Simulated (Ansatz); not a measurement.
MnSi: spin order and energy

```yaml
crystal:
  lattice:
    - [0.00000, 2.42250, 2.42250]
    - [2.42250, 0.00000, 2.42250]
    - [2.42250, 2.42250, 0.00000]
  atoms:
    - { symbol: Mn, position: [0.00000, 0.00000, 0.00000] }
    - { symbol: Si, position: [0.50000, 0.50000, 0.50000] }
```

Atom numbers follow the list: Mn1, Si2.

Conventional cell: a = 4.845 Å, b = 4.845 Å, c = 4.845 Å, α = 90.00°, β = 90.00°, γ = 90.00°. Mn (atom 1) has 6 Si at 2.42 Å as nearest neighbours. Around Si (atom 2) lie 6 Mn at 2.42 Å.

The structure comes from a relaxation in the same program, started in the rocksalt type, and has space group Fm-3m. Whether it is a known phase or the ground state wasn't checked.

The magnetic state is the one reached from the start moments; no search over orders was made, so it needn't be the ground state.

Level of theory: Ansatz 0.2.0, DFT, PBE, all-electron LAPW, scalar-relativistic.

Numerical set-up: a Γ-centred 15×15×15 k mesh, Fermi–Dirac smearing of 0.05 eV, basis error target 1 meV/atom. PBE unless a row says otherwise.

Energies are extrapolated to zero smearing; site moments are those inside atomic spheres.

The runs: ferromagnetic start; no spin polarisation; spin-orbit coupling on.

Task: Which of the states with an energy lies lowest?

Result: The row "ferromagnetic start", by 288 meV/atom under the next. Orders that need a larger cell weren't tried.

Task: Tabulate energies, moments and gaps of the runs.

Result: 
```json
{"run": "ferromagnetic start", "E − E(first) (meV/atom)": "0", "spin moment Mn1 (μB)": "2.62", "cell spin moment (μB)": "2.48", "gap (eV)": "none", "P (GPa)": "0.1"}
{"run": "no spin polarisation", "E − E(first) (meV/atom)": "288", "spin moment Mn1 (μB)": "0", "cell spin moment (μB)": "0", "gap (eV)": "none", "P (GPa)": "-12.1"}
{"run": "spin-orbit coupling on", "E − E(first) (meV/atom)": "–", "spin moment Mn1 (μB)": "–", "cell spin moment (μB)": "2.47", "gap (eV)": "none", "P (GPa)": "0.0"}
```

From crystal-made all-electron datasets, the contact spin densities (averaged over the Thomson radius about each nucleus) in the first state are Mn1 2.48, Si2 -1.29 e/Å³ (up less down).

Task: What Fermi-contact hyperfine field is that at Mn1?

Result: B = (2μ0/3) μB ρs(0) = 7.769 T·Å³ × (2.48) = 19.3 T, parallel to the magnetisation of the spin-up electrons. Orbital and dipolar fields aren't included.
